Aluminium is a metal in which the choice of density functional might be expected to matter little. Its valence electrons come close to a uniform electron gas, and all five functionals here are built to treat a uniform gas alike. The same crystal, computed five times, should therefore give nearly the same pressure five times. The pressures instead spread over 4.1 GPa, and they do not even share a sign.

Plane-wave PAW DFT calculations with GPAW 26.7.0 for fcc aluminium in one fixed cell (conventional edge 4.0496 Å), without spin polarisation. All rows use a 600 eV cutoff, an 11×11×11 k mesh and Fermi–Dirac smearing of 0.05 eV. Pressure is positive when the cell is under compression.

```
functional                                           potentials  pressure (GPa)
       PBE                 GPAW PAW data sets (gpaw data 1.2.1)          -0.300
    PBEsol  PAW data sets made by gpaw setup for the functional          -1.780
    revPBE                 GPAW PAW data sets (gpaw data 1.2.1)           0.840
    r2SCAN                 GPAW PAW data sets (gpaw data 1.2.1)          -3.300
    PBEint  PAW data sets made by gpaw setup for the functional          -1.150
```

**What a pressure means here**

The atoms are held in one fixed cell, so the pressure tells what the functional would do if the cell were released. A negative value means that the crystal would shrink, a positive one that it would grow. With a bulk modulus of roughly 76 GPa for every row, each GPa corresponds to about 0.4 per cent of the cell edge. The whole spread then amounts to edges from about 3.99 Å for r2SCAN to about 4.06 Å for revPBE, a difference that matters wherever a density or a lattice mismatch is taken from such a calculation.

**PBE, the reference row**

PBE gives −0.30 GPa, almost no pressure at all. It is tempting to read this as a mark of quality, but the cell has the size of aluminium at room temperature, swollen by thermal and zero-point motion. The calculation contains neither. Without them the true edge would be roughly 0.03 Å shorter, so an accurate functional should show about −1.7 GPa in this cell.

The sign of the PBE value is also the least secure in the table. Pressures of aluminium respond to the density of the k mesh, and a shift of a few tenths of a GPa would be enough to reverse it. Such a shift should be much the same for every functional, which makes the differences between rows more reliable than the position of zero. The differences carry an uncertainty of their own, because PBEsol and PBEint use atomic data sets generated separately from the packaged ones of the other rows, and the effect of this has not been tested.

**PBEsol: a weaker response to gradients**

If the functionals agree for a uniform gas, they must differ in how they treat a density that varies. PBE, PBEsol, revPBE and PBEint are generalised gradient approximations, or GGAs. They multiply the exchange energy of the uniform gas by a factor that grows with the reduced gradient $s$, which measures how fast the density changes over the local distance between electrons. Exchange energy is negative, so a larger factor means a lower energy.

Now let the atoms move apart. The ion cores stay as they are, while the valence density between them thins out. On its way out of a core the density has further to fall, and it ends at a lower value, so $s$ rises. A functional whose factor climbs steeply with $s$ gains more energy from this expansion than one whose factor climbs gently. It prefers a larger crystal, and in a fixed cell it shows a higher pressure.

PBEsol is the gentle case. For small gradients its exchange factor rises only a little more than half as fast as that of PBE. Expansion is rewarded less, and the pressure drops by 1.48 GPa to −1.78 GPa. This lies close to the rough value expected of an accurate functional, although that value is too uncertain to rank the rows finely.

**revPBE: where the gradients are**

The revPBE row is the most instructive, because revPBE differs from PBE in one respect only. The two have the same correlation, and their exchange factors start to rise equally fast. They part company at larger $s$, where the PBE factor levels off towards a ceiling of about 1.8 and the revPBE factor towards one of about 2.2. Among small gradients the two functionals are practically the same.

If aluminium contained only a nearly uniform electron gas, these two rows would agree. They differ by 1.14 GPa, about three quarters of the step from PBE to PBEsol. The pressure must therefore be sensitive to places where $s$ is not small. The natural candidates are the rims of the ion cores, where the dense core meets the thin valence gas. The free-electron picture can describe the space between the atoms well and still miss the regions that separate PBE from revPBE.

**r2SCAN: off the scale**

r2SCAN gives −3.30 GPa, the lowest pressure in the table. Part of this fits the same reasoning, since for slowly varying densities its exchange responds to gradients about as weakly as that of PBEsol. Taken alone, that would place it near PBEsol, yet it lies a further 1.5 GPa below.

There are two plausible sources for the excess, and they have not been tested separately. The first is the functional's behaviour beyond small gradients. Its exchange factor is capped at about 1.2, far below the ceiling of about 1.8 in PBEsol. By the revPBE argument in reverse (next to PBE, a higher ceiling went with a higher pressure), this should favour a smaller crystal. The factor also depends on the kinetic-energy density, so $s$ alone does not fix its response. The second source is the atomic data. The packaged GPAW data sets used for this row include none made for r2SCAN, so that the frozen ion core was prepared with a different functional from the one used for the crystal. An all-electron r2SCAN calculation, or a repeat with data sets made for r2SCAN, would help to separate the two. Until then, the full −3.30 GPa should not be taken as a property of the functional alone.

**PBEint: the case in between**

PBEint is designed as a bridge. At small $s$ its exchange factor rises as gently as that of PBEsol, and with growing $s$ it moves towards the behaviour of PBE. Its pressure of −1.15 GPa lies between the two, 0.63 GPa above PBEsol. Like revPBE, this row shows that the small-gradient behaviour alone does not settle the pressure: PBEint shares that part of exchange with PBEsol and still gives a different result. The two also differ a little in gradient correlation, but that difference alone would push the PBEint pressure down, not up.

**From the picture to a number**

The argument can be put into one line. Let $F$ be the gradient factor and $\Delta$ the difference from PBE. The energy difference is then roughly $\Delta E=-C\,\Delta F$, where $C$ is a positive energy that is treated as constant. Pressure is minus the change of energy with volume $V$, so

$$\Delta P = C\,\frac{d(s^2)}{dV}\,\Delta F' = K\,\Delta F' ,$$

where $F'$ is the slope of $F$ against $s^2$. The constant $K$ is assumed to belong to the crystal and to be the same for every functional, while $F'$ follows from the functional's own formula. A single typical value, $s=1$, stands for all the places that matter.

For revPBE the estimate needs exchange only, because its correlation is that of PBE. Both exchange factors have the slope $\mu/(1+\mu s^2/\kappa)^2$, where $\mu\approx0.22$ sets the initial rise and $\kappa$ the height of the ceiling above 1. At $s=1$, PBE with $\kappa\approx0.80$ gives $0.22/(1+0.22/0.80)^2\approx0.135$, and revPBE with $\kappa\approx1.2$ gives $0.22/(1+0.22/1.2)^2\approx0.157$. The difference is 0.022, or 0.023 with unrounded constants. Multiplied by the fitted $K$ of about 38 GPa, it predicts that revPBE lies 0.9 GPa above PBE.

The calculation gives 1.14 GPa, so the estimate is too small by a little under a quarter. This is the largest miss among the four GGAs to which $K$ was fitted. r2SCAN, which is not a GGA, was left out of the fit, and there the model fails more badly: with the slope of PBEsol as a stand-in, it predicts a pressure about 1.6 GPa below PBE, where the calculation gives 3.0 GPa. PBEsol and PBEint come out within about a tenth of their distance from PBE. For these two the slope also includes gradient correlation, which opposes exchange but at $s=1$ is almost equal in all four functionals.

The choice of $s$ matters. With $s=0.5$ in its place, the model loses most of the revPBE effect and puts PBEint slightly below PBEsol, as the printed output after this text shows. That agrees with what the revPBE row says directly. Still, one constant and one chosen $s$ are set against only three differences, so the model tests the proportions between the rows and does not map where in the crystal the effect arises.

For another GGA of this family, the useful question is how steeply its exchange factor still climbs near $s=1$. A steeper climb than that of PBE points to a larger aluminium cell, a gentler one to a smaller cell. The initial rise alone can mislead, since PBE and revPBE share it and still disagree on the size of the crystal.

Numerical output:

```
Pressure and rough zero-pressure cell:
     row  pressure less PBE (GPa)  volume change to zero pressure (%)  estimated edge (A)
     PBE                        0                             -0.3947               4.044
  PBEsol                    -1.48                              -2.342               4.018
  revPBE                     1.14                               1.105               4.065
  r2SCAN                       -3                              -4.342               3.991
  PBEint                    -0.85                              -1.513               4.029
Slope of the gradient factor less that of PBE (r2SCAN row is a PBEsol stand-in):
     row  exchange only at s=1  exchange and correlation at s=1  exchange and correlation at s=0.5
     PBE                     0                                0                                  0
  PBEsol              -0.04265                         -0.04136                           -0.04261
  revPBE               0.02319                          0.02319                           0.009011
  r2SCAN              -0.04265                         -0.04136                           -0.04261
  PBEint              -0.02466                         -0.02445                           -0.04589
fit of dP on 4 rows (gga > 0): coefficient of da 38.1 +/- 3.1; rms 0.143, worst revPBE -0.257, leave-one-out rms 0.205
  rows outside the fit (model, value, miss): r2SCAN -1.576, -3, 1.42
fit of dP on 4 rows (gga > 0): coefficient of dh 28.07 +/- 9.4; rms 0.515, worst revPBE -0.887, leave-one-out rms 0.697
  rows outside the fit (model, value, miss): r2SCAN -1.196, -3, 1.8
Whole spread of the pressures (GPa): 4.14
PBEint less PBEsol (GPa): 0.63
r2SCAN less PBEsol (GPa): -1.52
Rise PBE to revPBE over fall PBE to PBEsol (ratio): 0.7703
Rough pressure expected of an accurate static functional if the static edge is 0.03 A shorter (GPa): -1.689
```
